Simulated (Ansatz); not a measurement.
## Nuclear-site quantities of MnO as the cell is scaled

```
CELL_PARAMETERS angstrom
0.00000 2.22200 2.22200
2.22200 0.00000 2.22200
2.22200 2.22200 0.00000
ATOMIC_POSITIONS crystal
Mn 0.00000 0.00000 0.00000
O 0.50000 0.50000 0.50000
```

Atoms are numbered in the order listed.

The cell is COD entry 1514105, as deposited and not checked against the literature; nothing was relaxed.

Semilocal functionals without U often leave such compounds metallic or with too small a gap, and the real magnetic order may differ.

Other magnetic orders may lie lower; this is the state that the run reached.

These are results of DFT, PBE, all-electron PAW with datasets made for the crystal, scalar-relativistic in Ansatz 0.2.0, not measurements.

Sampling and basis: a Γ-centred 16×16×16 k mesh, Fermi–Dirac smearing of 0.05 eV, cutoff 360 eV (chosen by the program for this cell), spin-polarised from start moments Mn1 4 μB.

The contact density is the mean electron density over the nuclear volume; its changes follow the s electrons' response to bonding and compression. B(contact) includes core polarisation and is positive along the moment of the spin-up electrons. Changes below are taken from the unscaled cell, where it is 87835.6 e/Å³ at Mn1, 2158.85 e/Å³ at O2.

Volumes at which the program chose other datasets or cutoffs are left out.

B(contact) is what remains of large core and valence terms of opposite sign; semilocal functionals underestimate the core part, so small values are uncertain even in sign.

The datasets are made afresh for each cell, so very small changes are uncertain.

(1) Does compression raise or lower the contact density at Mn1?

(2) Tabulate the changes with volume.

Results:

(1) It raises it, by 0.29 e/Å³ over the whole range.

(2) 
```json
{"V/V(cell)": "0.9800", "P (GPa)": "2.0", "Δρ(0) Mn1 (e/Å³)": "0.20", "Δρ(0) O2 (e/Å³)": "-0.05", "B(contact) Mn1 (T)": "-21.2", "B(contact) O2 (T)": "25.2", "cell moment (μB)": "4.70"}
{"V/V(cell)": "0.9900", "P (GPa)": "0.9", "Δρ(0) Mn1 (e/Å³)": "0.10", "Δρ(0) O2 (e/Å³)": "-0.02", "B(contact) Mn1 (T)": "-21.4", "B(contact) O2 (T)": "25.0", "cell moment (μB)": "4.73"}
{"V/V(cell)": "1.0000", "P (GPa)": "-0.1", "Δρ(0) Mn1 (e/Å³)": "0.00", "Δρ(0) O2 (e/Å³)": "0.00", "B(contact) Mn1 (T)": "-21.6", "B(contact) O2 (T)": "24.7", "cell moment (μB)": "4.76"}
{"V/V(cell)": "1.0100", "P (GPa)": "-1.2", "Δρ(0) Mn1 (e/Å³)": "-0.09", "Δρ(0) O2 (e/Å³)": "0.02", "B(contact) Mn1 (T)": "-21.7", "B(contact) O2 (T)": "24.4", "cell moment (μB)": "4.79"}
```
